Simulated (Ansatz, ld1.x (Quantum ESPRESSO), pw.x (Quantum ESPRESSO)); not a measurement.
pw.x on bcc Ti: one setting changed

Potential: norm-conserving Troullier–Martins (Kleinman–Bylander form), ld1.x (Quantum ESPRESSO) 7.5, PBE; core [Ar], reference 3d2 4s2 4p0; waves: 4s (bound): rc 2.40 bohr; 4p (bound, empty): rc 3.55 bohr; 3d (bound): rc 2.00 bohr; local part: all-electron potential smoothed inside 2.40 bohr (lloc = -1); core correction: a·sin(br)/r model core inside 1.00 bohr.

The reference run (k-mesh 14³, cutoffs 75/300 Ry, Fermi–Dirac 0.01 Ry, mixing_beta 0.4, conv_thr 1e-9, no spin) gives -0.71 GPa at 17.343 Å³/atom, where all-electron LAPW gives 0.23 GPa. This run, with its own iteration cap, changes degauss to 0.02.

```
&control
  calculation='scf', prefix='x', pseudo_dir='./', outdir='./tmp', tstress=.true., disk_io='none'
/
&system
  ibrav=0, nat=1, ntyp=1, ecutwfc=75, ecutrho=300, nbnd=9,
  occupations='smearing', smearing='fd', degauss=0.02
/
&electrons
  conv_thr=1e-09, mixing_beta=0.4, electron_maxstep=50
/
ATOMIC_SPECIES
Ti 1.0 Ti.UPF
CELL_PARAMETERS angstrom
  -1.63062743 1.63062743 1.63062743
  1.63062743 -1.63062743 1.63062743
  1.63062743 1.63062743 -1.63062743
ATOMIC_POSITIONS crystal
Ti 0.0000 0.0000 0.0000
K_POINTS automatic
14 14 14 0 0 0
```

```bash
pw.x < Ti.scf.in > Ti.scf.out
```

Task: How does the run end?

Result: It converges in 5 iterations; the free energy moves by -193.5 meV/atom and the pressure by +1.67 GPa. In a metal, with Fermi–Dirac smearing, F lies below its zero-width value by a term in the square of the width.

```
Message from routine setup:
     using ibrav=0 with symmetry is DISCOURAGED, use correct ibrav instead
     lattice parameter (alat)  =       5.3372  a.u.
     unit-cell volume          =     117.0364 (a.u.)^3
     number of electrons       =         4.00
     number of Kohn-Sham states=            9
     kinetic-energy cutoff     =      75.0000  Ry
     charge density cutoff     =     300.0000  Ry
     scf convergence threshold =      1.0E-09
     Exchange-correlation= PBE
     number of k points=   104  Fermi-Dirac smearing, width (Ry)=  0.0200
     iteration #  1     ecut=    75.00 Ry     beta= 0.40
     total energy              =     -19.90369632 Ry
     estimated scf accuracy    <       0.03648503 Ry
     iteration #  2     ecut=    75.00 Ry     beta= 0.40
     total energy              =     -19.90876525 Ry
     estimated scf accuracy    <       0.00063356 Ry
     iteration #  3     ecut=    75.00 Ry     beta= 0.40
     negative rho (up, down):  5.679E-07 0.000E+00
     total energy              =     -19.90892913 Ry
     estimated scf accuracy    <       0.00004284 Ry
     iteration #  4     ecut=    75.00 Ry     beta= 0.40
     total energy              =     -19.90893055 Ry
     estimated scf accuracy    <       0.00000567 Ry
     iteration #  5     ecut=    75.00 Ry     beta= 0.40
     the Fermi energy is     8.0216 ev
!    total energy              =     -19.90893170 Ry
     estimated scf accuracy    <          8.3E-10 Ry
     smearing contrib. (-TS)   =      -0.03508757 Ry
     The total energy is F=E-TS. E is the sum of the following terms:
     one-electron contribution =       5.78123578 Ry
     hartree contribution      =       0.22905587 Ry
     xc contribution           =     -16.43599639 Ry
     ewald contribution        =      -9.44813939 Ry
     convergence has been achieved in   5 iterations
          total   stress  (Ry/bohr**3)                   (kbar)     P=        9.67
     Message from routine punch:
     Nothing written, as per user request (disk_io='none')
```

The run took about 10 s on one core of a shared host (Neoverse-V1, 32 threads, 247 GiB, load 29).
